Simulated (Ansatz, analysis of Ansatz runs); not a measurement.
## A hop of O in TiO2 (Pbcn), charge +2

How high is the barrier when O changes place in TiO2 (Pbcn)? The case: V_O hop (2.6 Å), charge +2, in a cell of 48 host atoms with 1 O taken out.

Method: plane-wave PAW DFT, PBEsol; nudged elastic band between two relaxed defect structures at fixed charge in a uniform background, in Ansatz 0.2.0.

## 1. The structure

The cell holds 47 atoms: 16 Ti and 31 O. Its edges and angles: a = 8.637 Å, b = 8.637 Å, c = 8.637 Å, α = 116.6°, β = 101.0°, γ = 111.2°. It derives from TiO2 (space group Pbcn). Nearest the centre at fractional (0.500, 0.500, 0.500): O33 at 1.29 Å, Ti9 at 1.55 Å, Ti4 at 1.55 Å, O17 at 2.38 Å, O47 at 2.38 Å, O36 at 2.47 Å, O28 at 2.47 Å, O44 at 3.09 Å. The cell carries charge +2.

The cell's shortest repeat is 8.6 Å.

## 2. Relaxation of the start point, charge +2

A barrier is counted from a minimum, so both ends are relaxed first. Small random displacements break the symmetry of the ideal sites, so that the defect can distort if it gains by it. The charge of +2 is set by the electron count, and a uniform background keeps the cell neutral.

The input, qp2_c48k1s.start/input.yaml:

```yaml
crystal:
  lattice:
    - [-4.53778301, 5.49491103, 4.87894185]
    - [4.53778301, -5.49491103, 4.87894185]
    - [4.53778301, 5.49491103, -4.87894185]
  atoms:
    - { symbol: Ti, position: [0.21256284, 0.125, 0.58756284] }
    - { symbol: Ti, position: [0.21256284, 0.625, 0.08756284] }
    - { symbol: Ti, position: [0.71256284, 0.125, 0.08756284] }
    - { symbol: Ti, position: [0.71256284, 0.625, 0.58756284] }
    - { symbol: Ti, position: [0.03743716, 0.125, 0.91243716] }
    - { symbol: Ti, position: [0.03743716, 0.625, 0.41243716] }
    - { symbol: Ti, position: [0.53743716, 0.125, 0.41243716] }
    - { symbol: Ti, position: [0.53743716, 0.625, 0.91243716] }
    - { symbol: Ti, position: [0.28743716, 0.375, 0.41243716] }
    - { symbol: Ti, position: [0.28743716, 0.875, 0.91243716] }
    - { symbol: Ti, position: [0.78743716, 0.375, 0.91243716] }
    - { symbol: Ti, position: [0.78743716, 0.875, 0.41243716] }
    - { symbol: Ti, position: [0.46256284, 0.375, 0.08756284] }
    - { symbol: Ti, position: [0.46256284, 0.875, 0.58756284] }
    - { symbol: Ti, position: [0.96256284, 0.375, 0.58756284] }
    - { symbol: Ti, position: [0.96256284, 0.875, 0.08756284] }
    - { symbol: O, position: [0.3497109, 0.40481975, 0.67332519] }
    - { symbol: O, position: [0.3497109, 0.90481975, 0.17332519] }
    - { symbol: O, position: [0.8497109, 0.40481975, 0.17332519] }
    - { symbol: O, position: [0.8497109, 0.90481975, 0.67332519] }
    - { symbol: O, position: [0.4002891, 0.07361429, 0.55510884] }
    - { symbol: O, position: [0.4002891, 0.57361429, 0.05510884] }
    - { symbol: O, position: [0.9002891, 0.07361429, 0.05510884] }
    - { symbol: O, position: [0.9002891, 0.57361429, 0.55510884] }
    - { symbol: O, position: [0.23149455, 0.17638571, 0.82667481] }
    - { symbol: O, position: [0.23149455, 0.67638571, 0.32667481] }
    - { symbol: O, position: [0.73149455, 0.17638571, 0.32667481] }
    - { symbol: O, position: [0.73149455, 0.67638571, 0.82667481] }
    - { symbol: O, position: [0.01850545, 0.34518025, 0.94489116] }
    - { symbol: O, position: [0.01850545, 0.84518025, 0.44489116] }
    - { symbol: O, position: [0.51850545, 0.84518025, 0.94489116] }
    - { symbol: O, position: [0.48149455, 0.15481975, 0.05510884] }
    - { symbol: O, position: [0.48149455, 0.65481975, 0.55510884] }
    - { symbol: O, position: [0.98149455, 0.15481975, 0.55510884] }
    - { symbol: O, position: [0.98149455, 0.65481975, 0.05510884] }
    - { symbol: O, position: [0.26850545, 0.32361429, 0.17332519] }
    - { symbol: O, position: [0.26850545, 0.82361429, 0.67332519] }
    - { symbol: O, position: [0.76850545, 0.32361429, 0.67332519] }
    - { symbol: O, position: [0.76850545, 0.82361429, 0.17332519] }
    - { symbol: O, position: [0.0997109, 0.42638571, 0.44489116] }
    - { symbol: O, position: [0.0997109, 0.92638571, 0.94489116] }
    - { symbol: O, position: [0.5997109, 0.42638571, 0.94489116] }
    - { symbol: O, position: [0.5997109, 0.92638571, 0.44489116] }
    - { symbol: O, position: [0.1502891, 0.09518025, 0.32667481] }
    - { symbol: O, position: [0.1502891, 0.59518025, 0.82667481] }
    - { symbol: O, position: [0.6502891, 0.09518025, 0.82667481] }
    - { symbol: O, position: [0.6502891, 0.59518025, 0.32667481] }
total_charge: 2
basis:
  ecutwfc: 420
  xc_grid: 2
hamiltonian:
  xc: pbesol
kpoints:
  mp_grid: { grid: [1, 1, 1], shift: [0.25, 0.25, 0.25] }
scf:
  occupations: { method: fixed }
  max_iter: 150
output:
  forces: true
relax:
  f_tol: 0.02
  max_steps: 70
  random_displacement: { amplitude: 0.03, seed: 259 }
```

Launch:

```sh
$ ansatz run input.yaml --threads 8 --pin off --max-ram 14131MiB --backend cpu --events-out ev --progress --plain --runs-dir out
```

Log:

```text
The last accepted step is kept in <dir> (removed where the run ends without a failure and the disk answers)
Engine: ansatz 0.2.0, aarch64-unknown-linux-gnu
Pseudopotentials: kind: paw
Pseudopotential: Ti, paw, valence charge 12, recommended cutoff 420 eV (normal), Ti.paw.azcp
Pseudopotential: O, paw, valence charge 6, recommended cutoff 420 eV (normal), O.paw.azcp
Functional definition: PBEsol
  exchange = pbesol_x
  correlation = pbesol_c
Crystal: 47 atoms, lattice volume = 486.620 Å³
Basis set: ecut = 420 eV, 9557 PW (Γ), exchange–correlation on 120×120×120 points (8 copies of the dense FFT grid, shifted against one another)
Bands: 235, of which v1, the nominal top of the filled ones, is band 188 counted from 1 (187 counted from 0)
Symmetry: 1 space group operations
k-points: 1
Non-local potential: Ti, projectors of the file, l = 0: 3, l = 1: 2, l = 2: 3, l = 3: 1
Non-local potential: O, projectors of the file, l = 0: 2, l = 1: 2, l = 2: 1
PAW form: soft (Blöchl's): semilocal exchange-correlation on the pseudo side does not see the compensation charge
PAW frozen core: Ti, regenerated for the run's functional, and the local potential with it (the file was generated under x = pbe(κ = 0.804, μ = 0.219515), c = pbe(β = 0.066725))
PAW frozen core: O, regenerated for the run's functional, and the local potential with it (the file was generated under x = pbe(κ = 0.804, μ = 0.219515), c = pbe(β = 0.066725))
PAW one-centre angular grid: Ti, 590 points (default); XC on 64 Gauss nodes
PAW one-centre angular grid: O, 110 points (default); XC on 64 Gauss nodes
Initial density: superposition of atomic densities (neutral atoms scaled as one to the charged cell's electrons: chi_scale 0, normalization atom), corrected by the library's trained network
Initial wavefunctions: pseudopotential atomic-orbital guess
Functional: x = pbesol(κ = 0.804, μ = 0.123457), c = pbesol(β = 0.046)
SCF iter   1: F=—  HF=-57054.848171 eV  |F-HF|=—  |Δ(HF+E_count)|=         —  Δρ=2.23e-2  dr2=4.27e0  ethr=1.77e-3  ⟨swp⟩=4.0  Hψ=719  notcnv=0  defer=44
preconditioner: auto → Resta (q_TF=auto, 2.614 Å⁻¹)  ε∞=9.2  [insulator: Δε(μ)=1.953 eV  Ē_g=9.281 eV  n_scr=150 (ndim 8)  ℏωp=26.5 eV  f_vac=0.015  ε∞_Penn≈9.2]
SCF iter   2: F=—  HF=-57054.254630 eV  |F-HF|=—  |Δ(HF+E_count)|=   5.94e-1  Δρ=1.23e-2  dr2=1.12e0  ethr=1.14e-3  ⟨swp⟩=3.0  Hψ=351  notcnv=0  defer=45
SCF iter   3: F=—  HF=-57054.106519 eV  |F-HF|=—  |Δ(HF+E_count)|=   1.48e-1  Δρ=5.66e-3  dr2=3.93e-1  ethr=2.99e-4  ⟨swp⟩=2.0  Hψ=290  notcnv=0  defer=44
SCF iter   4: F=—  HF=-57054.040945 eV  |F-HF|=—  |Δ(HF+E_count)|=   6.56e-2  Δρ=4.00e-3  dr2=2.42e-1  ethr=1.04e-4  ⟨swp⟩=3.0  Hψ=389  notcnv=0  defer=45
SCF iter   5: F=—  HF=-57054.004736 eV  |F-HF|=—  |Δ(HF+E_count)|=   3.62e-2  Δρ=1.55e-3  dr2=1.54e-2  ethr=6.45e-5  ⟨swp⟩=3.0  Hψ=292  notcnv=0  defer=45
SCF iter   6: F=—  HF=-57054.002677 eV  |F-HF|=—  |Δ(HF+E_count)|=   2.06e-3  Δρ=7.10e-4  dr2=2.87e-3  ethr=4.10e-6  ⟨swp⟩=3.0  Hψ=427  notcnv=0  defer=45
SCF iter   7: F=—  HF=-57054.002354 eV  |F-HF|=—  |Δ(HF+E_count)|=   3.23e-4  Δρ=2.19e-4  dr2=2.81e-4  ethr=7.63e-7  ⟨swp⟩=2.0  Hψ=367  notcnv=0  defer=45
SCF iter   8: F=—  HF=-57054.002432 eV  |F-HF|=—  |Δ(HF+E_count)|=   7.85e-5  Δρ=1.52e-4  dr2=1.23e-4  ethr=7.47e-8  ⟨swp⟩=2.0  Hψ=366  notcnv=0  defer=45
SCF iter   9: F=—  HF=-57054.002440 eV  |F-HF|=—  |Δ(HF+E_count)|=   7.99e-6  Δρ=6.39e-5  dr2=2.35e-5  ethr=3.26e-8  ⟨swp⟩=2.0  Hψ=364  notcnv=0  defer=45
SCF iter  10: F=-57054.002440 eV  HF=-57054.002441 eV  |F-HF|=1.22e-6  |Δ(HF+E_count)|=   6.46e-7  Δρ=2.78e-5  dr2=4.63e-6  ethr=2.66e-9  ⟨swp⟩=4.0  Hψ=704  notcnv=0
SCF 1 converged in 10 iterations: F = -57054.002440 eV  dr2 = 4.63e-6
  greatest PAW one-centre occupation: 0.999 electrons in one spin orbital (limit 2), on the Ti atom at site 7 (counted from 0), in its partial waves of l = 0
relax step   1: F+E_penalty+E_count = -57054.00243956 eV  Δ(F+E_penalty+E_count) = +0.000e0 eV  max|allowed force component| = 4.312e0 eV/Å  Δτ_max = 0.0000 Å  (10 SCF iters, dr2 threshold 1.00e-5 eV, accepted)
[... the SCF cycles and remarks between the steps are left out from here to the last step ...]
relax step   2: F+E_penalty+E_count = -57056.17070326 eV  Δ(F+E_penalty+E_count) = -2.168e0 eV  max|allowed force component| = 1.789e0 eV/Å  Δτ_max = 0.1948 Å  (8 SCF iters, dr2 threshold 1.00e-4 eV, accepted)
relax step   3: F+E_penalty+E_count = -57056.90554861 eV  Δ(F+E_penalty+E_count) = -7.348e-1 eV  max|allowed force component| = 7.475e-1 eV/Å  Δτ_max = 0.2000 Å  (7 SCF iters, dr2 threshold 1.00e-4 eV, accepted)
relax step   4: F+E_penalty+E_count = -57057.00413187 eV  Δ(F+E_penalty+E_count) = -9.858e-2 eV  max|allowed force component| = 3.485e-1 eV/Å  Δτ_max = 0.0735 Å  (7 SCF iters, dr2 threshold 9.62e-5 eV, accepted)
relax step   5: F+E_penalty+E_count = -57057.01392454 eV  Δ(F+E_penalty+E_count) = -9.793e-3 eV  max|allowed force component| = 7.070e-2 eV/Å  Δτ_max = 0.0265 Å  (5 SCF iters, dr2 threshold 2.12e-5 eV, accepted)
relax step   6: F+E_penalty+E_count = -57057.01512741 eV  Δ(F+E_penalty+E_count) = -1.203e-3 eV  max|allowed force component| = 2.054e-2 eV/Å  Δτ_max = 0.0087 Å  (8 SCF iters, accepted)
SCF iter   1: F=—  HF=-57057.015828 eV  |F-HF|=—  |Δ(HF+E_count)|=         —  Δρ=2.29e-4  dr2=1.83e-4  ethr=5.87e-7  ⟨swp⟩=2.0  Hψ=386  notcnv=0  defer=45
SCF iter   2: F=—  HF=-57057.015810 eV  |F-HF|=—  |Δ(HF+E_count)|=   1.77e-5  Δρ=1.18e-4  dr2=4.03e-5  ethr=4.87e-8  ⟨swp⟩=3.0  Hψ=463  notcnv=0  defer=38
SCF iter   3: F=—  HF=-57057.015263 eV  |F-HF|=—  |Δ(HF+E_count)|=   5.47e-4  Δρ=5.80e-5  dr2=1.53e-5  ethr=1.07e-8  ⟨swp⟩=2.0  Hψ=323  notcnv=0  defer=38
SCF iter   4: F=—  HF=-57057.015261 eV  |F-HF|=—  |Δ(HF+E_count)|=   2.70e-6  Δρ=1.44e-5  dr2=1.02e-6  ethr=4.06e-9  ⟨swp⟩=2.0  Hψ=290  notcnv=0  defer=38
SCF iter   5: F=—  HF=-57057.015261 eV  |F-HF|=—  |Δ(HF+E_count)|=   9.05e-8  Δρ=7.10e-6  dr2=2.07e-7  ethr=2.70e-10  ⟨swp⟩=2.0  Hψ=290  notcnv=0  defer=38
SCF iter   6: F=-57057.015261 eV  HF=-57057.015261 eV  |F-HF|=2.94e-8  |Δ(HF+E_count)|=   1.14e-9  Δρ=3.56e-6  dr2=5.55e-8  ethr=2.66e-11  ⟨swp⟩=4.0  Hψ=708  notcnv=0
SCF 7 converged in 6 iterations: F = -57057.015261 eV  dr2 = 5.55e-8
relax step   7: F+E_penalty+E_count = -57057.01526064 eV  Δ(F+E_penalty+E_count) = -1.332e-4 eV  max|allowed force component| = 2.416e-3 eV/Å  Δτ_max = 0.0027 Å  (6 SCF iters, accepted)
SCF converged after 6 iterations
Free energy (F): -57057.015261 eV
Harris-Foulkes:  -57057.015261 eV  (|F-HF|=2.94e-8)
Internal energy: -57057.015261 eV  (E = F + TS)
E sigma→0 (E₀):  -57057.015261 eV
Fermi energy:    8.590771 eV
--- Per-component energies (eV) ---
  E_band       = -3066.382119
  E_kinetic    = 9749.613318
  E_local      = -24375.052200  (includes V_loc(G=0)·N_el)
  E_nonlocal   = 1551.728476
  E_hartree    = 9305.134687
  E_xc         = -3805.307526
  E_vxc        = -4842.461851  (∫ρ·V_xc dr)
  E_paw        = -21034.934289  (= ΣΔE_a)
  E_vpaw       = -3760.551977  (= ΣTr[D̂ρ^β])
  E_aug_tail   = 0.077372  (compensation charges beyond the density's cutoff)
  E_ewald      = -28451.599173
  E_core_change = 3.324074  (= ΣΔE_core)
  E_smearing   = -0.000000  (= −TS)
  E_closure    = 0.000000  (closes the sum)
  E_deformation_potential = 38.370068  (in the stress; not in F)
  Σ components = -57057.015261   (vs F -57057.015261, Δ=0.00e0)
--- Forces (eV/Å), atoms counted from 1 ---
  atom   1  Ti    -0.00098273     0.00122135     0.00050105
  atom   2  Ti     0.00202860    -0.00095266     0.00104937
  [... 1 atom left out ...]
  atom   4  Ti    -0.00064453     0.00241577    -0.00091096
  [... 2 atoms left out ...]
  atom   7  Ti    -0.00085896     0.00017016     0.00204612
  [... 1 atom left out ...]
  atom   9  Ti     0.00042798    -0.00113034     0.00062096
  [... 7 atoms left out ...]
  atom  17  O      0.00049414     0.00076231    -0.00046468
  [... 2 atoms left out ...]
  atom  20  O      0.00053387    -0.00153514     0.00096095
  [... 7 atoms left out ...]
  atom  28  O     -0.00073075    -0.00066164    -0.00013700
  [... 4 atoms left out ...]
  atom  33  O     -0.00108011    -0.00008708     0.00154402
  [... 2 atoms left out ...]
  atom  36  O     -0.00134456    -0.00092895     0.00056931
  [... 7 atoms left out ...]
  atom  44  O     -0.00111242     0.00005203    -0.00131818
  [... 2 atoms left out ...]
  atom  47  O     -0.00071343    -0.00012919    -0.00164313
  max |Σ_I F_I| component: 4.88e-5 eV/Å
--- Relaxed structure (7 steps of the walk, 7 accepted, 0 SCFs on fresh bases) ---
  F+E_penalty+E_count = -57057.01526064 eV   max|allowed force component| = 2.416e-3 eV/Å
  atoms:
    - { symbol: Ti, position: [0.222580, 0.131470, 0.590693] }
    - { symbol: Ti, position: [0.211872, 0.621933, 0.087166] }
    [... 1 atom left out ...]
    - { symbol: Ti, position: [0.734919, 0.669270, 0.605113] }
    [... 2 atoms left out ...]
    - { symbol: Ti, position: [0.547118, 0.078343, 0.413317] }
    [... 1 atom left out ...]
    - { symbol: Ti, position: [0.261644, 0.373639, 0.411318] }
    [... 7 atoms left out ...]
    - { symbol: O, position: [0.358237, 0.403287, 0.659721] }
    [... 2 atoms left out ...]
    - { symbol: O, position: [0.860537, 0.922566, 0.681942] }
    [... 7 atoms left out ...]
    - { symbol: O, position: [0.734013, 0.679777, 0.826360] }
    [... 4 atoms left out ...]
    - { symbol: O, position: [0.482765, 0.638558, 0.550669] }
    [... 2 atoms left out ...]
    - { symbol: O, position: [0.276659, 0.326860, 0.179179] }
    [... 7 atoms left out ...]
    - { symbol: O, position: [0.159118, 0.099753, 0.325992] }
    [... 2 atoms left out ...]
    - { symbol: O, position: [0.656785, 0.597302, 0.333900] }
```

The job ended after 18 s (8 threads of Arm Neoverse V2, shared host; peak memory 0.93 GiB; 2 min of CPU time).

The column dr2 measures how far the density is from self-consistency, as an energy; F and HF (Harris–Foulkes) agree once it is small.

Relaxation path:

| step | energy less that of the first step (eV) | largest force component (eV/Å) |
| --- | --- | --- |
| 1 | 0.0000 | 4.3117 |
| 2 | -2.1683 | 1.7887 |
| 3 | -2.9031 | 0.7475 |
| 4 | -3.0017 | 0.3486 |
| 5 | -3.0115 | 0.0707 |
| 6 | -3.0127 | 0.0205 |
| 7 | -3.0128 | 0.0024 |

The atoms that moved most (Å, from the sites as typed, ahead of the random displacement, the mean shift of all atoms taken out):

| atom | dx | dy | dz | length |
| --- | --- | --- | --- | --- |
| Ti7 | -0.252 | 0.306 | -0.184 | 0.437 |
| Ti4 | 0.179 | -0.032 | 0.240 | 0.301 |
| Ti9 | 0.106 | -0.149 | -0.127 | 0.222 |
| Ti12 | -0.084 | 0.051 | 0.141 | 0.172 |
| Ti5 | 0.094 | 0.103 | 0.091 | 0.167 |
| Ti14 | 0.021 | 0.057 | -0.153 | 0.165 |
| O17 | -0.107 | -0.028 | 0.101 | 0.150 |
| O43 | -0.091 | 0.064 | -0.091 | 0.144 |

Neighbours of O33 at the end:

| atom | distance (Å) |
| --- | --- |
| Ti14 | 1.912 |
| Ti9 | 1.956 |
| Ti4 | 2.028 |
| O17 | 2.587 |
| O47 | 2.598 |
| O28 | 2.687 |
| O36 | 2.708 |
| O26 | 2.802 |
| O43 | 2.810 |

Read from the output:

* free energy: -57057.0153 eV
* r.m.s. move of the farther half of the atoms: 0.05534 Å
* largest move from the ideal geometry of this structure, a common shift of the far atoms taken out: 0.4309 Å

The relaxation gained 3.013 eV and ended with a largest force component of 0.0024 eV/Å.

## 3. Relaxation of the end point, charge +2

The end point is relaxed in the same cell and settings, so that the two energies compare. Atoms more than 3.2 Å from the middle of the hop start where the first relaxation left them, the nearer ones on or close to their ideal places, with small random displacements.

The input, qp2_c48k1s.end/input.yaml:

```yaml
crystal:
  lattice:
    - [-4.53778301, 5.49491103, 4.87894185]
    - [4.53778301, -5.49491103, 4.87894185]
    - [4.53778301, 5.49491103, -4.87894185]
  atoms:
    - { symbol: Ti, position: [0.22250297, 0.13041551, 0.58991363] }
    - { symbol: Ti, position: [0.21179474, 0.62087844, 0.08638698] }
[... 1 atom line left out ...]
    - { symbol: Ti, position: [0.71256284, 0.625, 0.58756284] }
[... 2 atom lines left out ...]
    - { symbol: Ti, position: [0.53743716, 0.125, 0.41243716] }
    - { symbol: Ti, position: [0.53743716, 0.625, 0.91243716] }
    - { symbol: Ti, position: [0.28743716, 0.375, 0.41243716] }
[... 3 atom lines left out ...]
    - { symbol: Ti, position: [0.46256284, 0.375, 0.08756284] }
[... 3 atom lines left out ...]
    - { symbol: O, position: [0.3497109, 0.40481975, 0.67332519] }
[... 2 atom lines left out ...]
    - { symbol: O, position: [0.8497109, 0.90481975, 0.67332519] }
[... 7 atom lines left out ...]
    - { symbol: O, position: [0.73149455, 0.67638571, 0.82667481] }
[... 4 atom lines left out ...]
    - { symbol: O, position: [0.518462, 0.34505, 0.444863] }
[... 2 atom lines left out ...]
    - { symbol: O, position: [0.26850545, 0.32361429, 0.17332519] }
[... 7 atom lines left out ...]
    - { symbol: O, position: [0.1502891, 0.09518025, 0.32667481] }
[... 2 atom lines left out ...]
    - { symbol: O, position: [0.6502891, 0.59518025, 0.32667481] }
total_charge: 2
basis:
  ecutwfc: 420
  xc_grid: 2
hamiltonian:
  xc: pbesol
kpoints:
  mp_grid: { grid: [1, 1, 1], shift: [0.25, 0.25, 0.25] }
scf:
  occupations: { method: fixed }
  max_iter: 150
output:
  forces: true
relax:
  f_tol: 0.02
  max_steps: 70
  random_displacement: { amplitude: 0.01, seed: 259 }
```

Log:

```text
[...]
Crystal: 47 atoms, lattice volume = 486.620 Å³
Basis set: ecut = 420 eV, 9557 PW (Γ), exchange–correlation on 120×120×120 points (8 copies of the dense FFT grid, shifted against one another)
Bands: 235, of which v1, the nominal top of the filled ones, is band 188 counted from 1 (187 counted from 0)
Symmetry: 1 space group operations
k-points: 1
[...]
SCF iter   1: F=—  HF=-57054.738511 eV  |F-HF|=—  |Δ(HF+E_count)|=         —  Δρ=2.10e-2  dr2=3.25e0  ethr=1.77e-3  ⟨swp⟩=4.0  Hψ=724  notcnv=0  defer=44
[...]
SCF iter  10: F=-57054.138555 eV  HF=-57054.138557 eV  |F-HF|=1.35e-6  |Δ(HF+E_count)|=   9.82e-7  Δρ=2.80e-5  dr2=4.65e-6  ethr=2.66e-9  ⟨swp⟩=4.0  Hψ=708  notcnv=0
SCF 1 converged in 10 iterations: F = -57054.138555 eV  dr2 = 4.65e-6
[...]
--- Relaxed structure (6 steps of the walk, 6 accepted, 0 SCFs on fresh bases) ---
  F+E_penalty+E_count = -57057.01522511 eV   max|allowed force component| = 9.351e-3 eV/Å
  atoms:
    - { symbol: Ti, position: [0.193755, 0.119076, 0.592139] }
    - { symbol: Ti, position: [0.215173, 0.625713, 0.085896] }
    [... 1 atom left out ...]
    - { symbol: Ti, position: [0.739421, 0.625576, 0.589421] }
[...]
- { symbol: Ti, position: [0.548177, 0.137658, 0.404804] }
    [... 1 atom left out ...]
    - { symbol: Ti, position: [0.266026, 0.329898, 0.395500] }
[...]
- { symbol: O, position: [0.344176, 0.401945, 0.666799] }
[...]
- { symbol: O, position: [0.841889, 0.899462, 0.674758] }
[...]
- { symbol: O, position: [0.724336, 0.672326, 0.821555] }
    [... 4 atoms left out ...]
    - { symbol: O, position: [0.518270, 0.360752, 0.450062] }
    [... 2 atoms left out ...]
    - { symbol: O, position: [0.267010, 0.319442, 0.174305] }
    [... 7 atoms left out ...]
    - { symbol: O, position: [0.140515, 0.076593, 0.318736] }
    [... 2 atoms left out ...]
    - { symbol: O, position: [0.642794, 0.595912, 0.341020] }
[key lines of the parts left out:]
SCF converged after 7 iterations
Free energy (F): -57057.015225 eV
Fermi energy:    8.591000 eV
```

Elapsed: 16 s, on 8 threads; peak memory 0.93 GiB; 1.8 min of CPU time.

Relaxation path:

| step | energy less that of the first step (eV) | largest force component (eV/Å) |
| --- | --- | --- |
| 1 | 0.0000 | 4.4490 |
| 2 | -2.0010 | 1.6932 |
| 3 | -2.7865 | 0.4654 |
| 4 | -2.8683 | 0.2045 |
| 5 | -2.8758 | 0.0548 |
| 6 | -2.8767 | 0.0094 |

The atoms that moved most (Å, from the sites as typed, ahead of the random displacement, the mean shift of all atoms taken out):

| atom | dx | dy | dz | length |
| --- | --- | --- | --- | --- |
| Ti14 | 0.247 | -0.304 | 0.183 | 0.432 |
| Ti9 | -0.184 | 0.034 | -0.242 | 0.306 |
| Ti1 | 0.089 | -0.086 | -0.206 | 0.241 |
| Ti12 | 0.088 | -0.086 | -0.206 | 0.241 |
| Ti4 | -0.111 | 0.152 | 0.125 | 0.226 |
| O21 | 0.135 | -0.108 | 0.121 | 0.211 |
| O43 | 0.135 | -0.107 | 0.120 | 0.210 |
| Ti5 | -0.051 | -0.104 | -0.116 | 0.165 |

Neighbours of O33 at the end:

| atom | distance (Å) |
| --- | --- |
| Ti7 | 1.912 |
| Ti4 | 1.956 |
| Ti9 | 2.029 |
| O47 | 2.586 |
| O17 | 2.599 |
| O36 | 2.687 |
| O28 | 2.707 |
| O38 | 2.803 |
| O21 | 2.810 |

Numbers from this step:

| Property | Result |
| --- | --- |
| free energy | -57057.0152 eV |
| r.m.s. move of the farther half of the atoms | 0.05696 Å |
| largest move from the ideal geometry of this structure, a common shift of the far atoms taken out | 0.4352 Å |

The relaxation gained 2.877 eV and ended with a largest force component of 0.0094 eV/Å. The end lies within 1 meV of the start.

[end of part 1 of 3]

[Long decimals in the printed logs are rounded to 6 places.]

[Repeated set-up lines and some long k-point lines are left out of the logs, and relaxed atomic positions are cut to six decimals.]

[Logs are printed without paths, hosts, clocks, repeated set-up lines and the standing remarks that a program may print on its own settings, such as how far it seeks lower states.]

[Hosts, paths, dates, database ids (printed as entryN), source tags and the programs' standing remarks are cut or masked in the printed files.]
